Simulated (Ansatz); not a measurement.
The system is CuO.

```
CELL_PARAMETERS angstrom
0.00000 -2.11656 -2.11656
-2.11656 0.00000 -2.11656
2.11656 2.11656 -4.23312
ATOMIC_POSITIONS crystal
Cu 0.50389 0.47699 0.48801
Cu 0.00389 0.97699 0.98801
O 0.74611 0.77301 0.76199
O 0.24611 0.27301 0.26199
```

The cell comes from a database or a generator and needn't be the stable form of this composition.

```yaml
Program: Ansatz 0.2.0
Task: relaxation of cell and atoms
Functional: PBEsol
Potentials_or_basis: Ansatz PAW
Cutoff: "420 eV (not typed: the program's choice for these potentials)"
k_mesh: 10 × 10 × 6
Occupations: fermi-dirac, width 0.05 eV
Spin: no spin polarisation
Hubbard_terms: Cu d U = 5.3 eV
```

At the start: volume 9.48 Å³/atom.

Task: Where does the relaxation end?

Result: It ends after 8 steps and the volume is 9.22 Å³/atom (-2.7 %); space group Fm-3m (No. 225, to 0.05 Å).

Step by step:
| step | energy change (eV) | largest force (eV/Å) | volume (Å³) |
| --- | --- | --- | --- |
| 1 | 0.0000 | 1.2668 | 37.93 |
| 2 | -0.0941 | 1.0537 | 37.49 |
| 3 | -0.2651 | 0.0074 | 36.99 |
| 4 | -0.2660 | 0.0000 | 36.92 |
| 5 | -0.2662 | 0.0000 | 36.92 |
| 6 | -0.2613 | 0.0000 | 36.92 |
| 7 | -0.2615 | 0.0000 | 36.89 |
| 8 | -0.2613 | 0.0000 | 36.89 |

Final structure:
```xyz
4
Lattice="0.0007 -2.0982 -2.0937 -2.0979 0.0006 -2.0936 2.0992 2.0994 -4.1891" Properties=species:S:1:pos:R:3 pbc="T T T"
Cu    0.0010    0.0009   -4.1882
Cu    0.0014    2.0999   -6.2827
O     0.0015    0.0013   -6.2822
O     0.0005    0.0004   -2.0941
```

Caveat: the plane-wave basis is chosen anew once the cell has moved, so the energies of steps on either side of that aren't comparable; the pressure holds a Pulay correction of +0.9 GPa for the finite cutoff; the run has no spin polarisation, though such a crystal can be magnetic; U without spin polarisation on a metal has little footing; the PAW data sets come from PBE, with cores solved anew for the run's functional, which leaves a small shift of forces and pressure.
